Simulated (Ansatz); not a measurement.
# NbC (Niobocarbide): the cost of one run

Computed with Ansatz 0.2.0 through its Python package. The levels of theory stand in the script.

## (1) Starting point

The structure is cubic, space group Fm-3m (No. 225). Conventional cell: a = 4.469 Å, b = 4.469 Å, c = 4.469 Å, α = 90.00°, β = 90.00°, γ = 90.00°. Around Nb (site symmetry m-3m) lie 6 C at 2.23 Å. Around C (site symmetry m-3m) lie 6 Nb at 2.23 Å.

No structure file is read: the coordinates are typed or built in the script.

## (2) The script

Input file nbc_lattice.py:

```python
'''How the lattice of NbC depends on the functional.'''

import ansatz
import numpy as np

def edges_and_angles(cell):
    cell = np.asarray(cell)
    a, b, c = np.linalg.norm(cell, axis=1)
    cosines = cell[1] @ cell[2] / (b * c), cell[0] @ cell[2] / (a * c), cell[0] @ cell[1] / (a * b)
    return (a, b, c, *np.degrees(np.arccos(cosines)))

lattice = ansatz.Lattice.of(
    (0.0, 2.23455, 2.23455),
    (2.23455, 0.0, 2.23455),
    (2.23455, 2.23455, 0.0),
)
sites = [
    ('Nb', (0.0, 0.0, 0.0)),
    ('C', (0.5, 0.5, 0.5)),
]
xtal = ansatz.Crystal(lattice=lattice)
for symbol, position in sites:
    xtal = xtal.atom(symbol, position)

calculation = (
    xtal.calculation()
    .kpoints(spacing=0.24)
    .occupations(ansatz.OccupationsMethod.FERMI_DIRAC, width=0.05)
    .relax(cell=True, max_steps=40)
)

levels = [('revpbe', 'd3bj'), ('pbe', 'd4'), ('rpbe', 'none')]
print('level            a       b       c    alpha   beta  gamma  V/atom  steps')
for name, dispersion in levels:
    seen = []
    run = calculation.functional(name, dispersion=dispersion).session().plan()
    res = run.execute(on_event=lambda e: seen.append(e) if e['event'] == 'relax_step' else None)
    cell = res.lattice.cell_ang
    label = name if dispersion == 'none' else f'{name}+{dispersion}'
    print('{:13s} {:7.4f} {:7.4f} {:7.4f} {:6.2f} {:6.2f} {:6.2f}'.format(label, *edges_and_angles(cell)), f'{abs(np.linalg.det(cell)) / len(res.lattice.sites):7.3f} {len(seen):5d}')
```

## (3) The input behind the calls

The engine receives this input (first run):

```yaml
crystal:
  lattice:
    - [0.0, 2.23455, 2.23455]
    - [2.23455, 0.0, 2.23455]
    - [2.23455, 2.23455, 0.0]
  atoms:
    - { symbol: Nb, position: [0.0, 0.0, 0.0] }
    - { symbol: C, position: [0.5, 0.5, 0.5] }
kpoints:
  mp_grid:
    kspacing: 0.24
hamiltonian:
  xc: revpbe
  dispersion: d3bj
scf:
  occupations:
    method: fermi_dirac
    width: 0.05
relax:
  max_steps: 40
  cell: {}
```

## (4) The run

Command:

```console
> python nbc_lattice.py
```

What time and memory should one allow on 1 thread of AMD EPYC 9B45 (Zen 5), shared host?

About 7.1 s, with a peak of 0.43 GiB.
